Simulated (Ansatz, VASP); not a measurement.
## Zn: VASP beside Ansatz

```
Zn
1.0
    -1.54550    1.54550    1.56904
     1.54550   -1.54550    1.56904
     1.59257    1.59257   -1.56904
Zn
1
Direct
  0.00000 0.00000 0.00000
```

Change from the starting cell: strain +0.0300 x Voigt [0, 0, 0, 0, 0, 1], atoms carried along.

Alike in both runs: task single point; functional LDA; k mesh 22 × 22 × 22; occupations gaussian, width 0.15 eV; no spin polarisation.

|  | VASP | Ansatz |
| --- | --- | --- |
| version | VASP 6.6.1 | Ansatz 0.2.0 |
| potentials or method | VASP PAW LDA potentials, release 64 (Zn) | scalar-relativistic, plane waves, PAW |
| plane-wave cutoff (eV) | 520 | 420 |
| valence electrons in the cell | 12 | 12 |

```csv
,VASP,Ansatz,Ansatz less VASP
gap on the k mesh at the Fermi level (eV),none,none,-
pressure (GPa),-7.9,-8.2,-0.37
largest component of the traceless stress (GPa),0.08,0.09,+0.019
```

A gap of «none» marks a metal or a gap that the smearing closes.
